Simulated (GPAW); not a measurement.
Crystal: Tl.

```
Tl
1.0
    -1.73681    1.89141    1.59024
     1.79693   -2.26872    2.02768
     1.90391    2.43583   -1.96756
Tl
1
Direct
  0.00000 0.00000 0.00000
```

This isn't the form of Tl at room conditions, which is hcp.

The cell isn't the ideal one: cell sheared at random, sigma 0.1, atoms nudged by 0.01 Å.

```yaml
Program: GPAW 26.7.0
Task: relaxation of cell and atoms
Functional: SCAN
Potentials_or_basis: GPAW PAW data sets (gpaw-data 1.2.1)
Cutoff: 600 eV
Basis: pw
k_mesh: 7 × 6 × 6
Occupations: fermi-dirac, width 0.05 eV
Spin: no spin polarisation
```

At the start: pressure 2.1 GPa; volume 28.64 Å³/atom.

How do energy, volume and symmetry change on relaxing?

Over 20 steps the energy falls by 61.3 meV/atom and the volume is 29.52 Å³/atom (+3.1 %); space group C2/m (No. 12, to 0.05 Å).

Step by step:
```
step  energy change (eV)  largest force (eV/Å)  pressure (GPa)  volume (Å³)
   1              0.0000                0.0000            2.11        28.64
   2             -0.0097                0.0000            1.32        29.11
   3             -0.0193                0.0000           -0.04        30.06
   4             -0.0209                0.0000           -0.38        30.29
   5             -0.0251                0.0000           -1.00        30.67
   6             -0.0266                0.0000           -1.33        30.87
   7             -0.0355                0.0000           -1.14        30.60
   8             -0.0481                0.0000           -0.23        29.64
   9             -0.0498                0.0000            0.17        29.32
  10             -0.0504                0.0000            0.19        29.31
  11             -0.0572                0.0000           -0.02        29.60
  12             -0.0256                0.0000           -0.81        30.72
  13             -0.0592                0.0000           -0.30        29.84
  14             -0.0597                0.0000           -0.20        29.75
  15             -0.0601                0.0000            0.04        29.51
  16             -0.0607                0.0000           -0.02        29.57
  17             -0.0610                0.0000            0.03        29.52
  18             -0.0612                0.0000            0.07        29.48
  19             -0.0613                0.0000            0.07        29.48
  20             -0.0613                0.0000            0.02        29.52
```

Final structure:
```
Tl
1.0
    -1.92085    2.04379    2.01194
     1.84524   -2.03414    1.98246
     1.85246    1.95628   -2.06093
Tl
1
Direct
  0.00000 0.00000 0.00000
```

Caveat: the k mesh is coarse (spacing up to 0.40 Å⁻¹), so the values aren't converged; later steps reuse the first step's grids; the PAW data sets were made with another functional, which shifts forces and pressure a little.
